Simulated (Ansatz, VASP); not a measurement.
## Two plane-wave programs on MgO

INCAR

```
ALGO = Normal
EDIFF = 1E-6
ENCUT = 520
GGA = CA
ISIF = 2
ISMEAR = 0
LASPH = T
LCHARG = F
LREAL = F
LWAVE = F
NBANDS = 11
NELM = 100
PREC = Accurate
SIGMA = 0.01
```

File KPOINTS:

```
k-points
0
Gamma
  12 12 8
```

The input POSCAR:

```
MgO
1.0
    2.9380209000      0.0000000000      0.0000000000
   -1.4690104500      2.5444007400      0.0000000000
    0.0000000000      0.0000000000      2.6796800000
Mg O
1 1
Direct
    0.0000000000      0.0000000000      0.0000000000
    0.3333333333      0.6666666667      0.5000000000
```

Input for Ansatz:

```yaml
crystal:
  lattice:
    - [2.9380209, 0.0, 0.0]
    - [-1.46901045, 2.54440074, 0.0]
    - [0.0, 0.0, 2.67968]
  atoms:
    - { symbol: Mg, position: [0.0, 0.0, 0.0] }
    - { symbol: O, position: [0.3333333333333333, 0.6666666666666666, 0.5] }
kpoints:
  mp_grid:
    grid: [12, 12, 8]
hamiltonian:
  xc: lda
  pseudopotentials:
    kind: paw
scf:
  convergence:
    dr2_threshold: 1.0e-09
  occupations:
    method: fixed
output:
  eigenvalues: true
```

Measurements of this composition are mostly on another form, of space group No. 225.

Alike in both runs: task single point; functional LDA; k mesh 12 × 12 × 8; no spin polarisation.

|  | VASP | Ansatz |
| --- | --- | --- |
| version | VASP 6.6.1 | Ansatz 0.2.0 |
| potentials or method | VASP PAW LDA potentials, release 64 (Mg, O) | plane waves, PAW |
| plane-wave cutoff (eV) | 520 | 420 |
| occupations | gaussian, width 0.01 eV | fixed |
| valence electrons in the cell | 8 | 16 |

Ansatz gave:

```
gap on the k mesh at the Fermi level (eV) : 2.95
```

**Question.** Which values does VASP return?

**Answer.** gap on the k mesh at the Fermi level (eV): 2.94.

The two sets of potentials don't hold the same shells in valence.

A k mesh can miss the band edges. As with any semilocal functional, this LDA gap is likely too small.
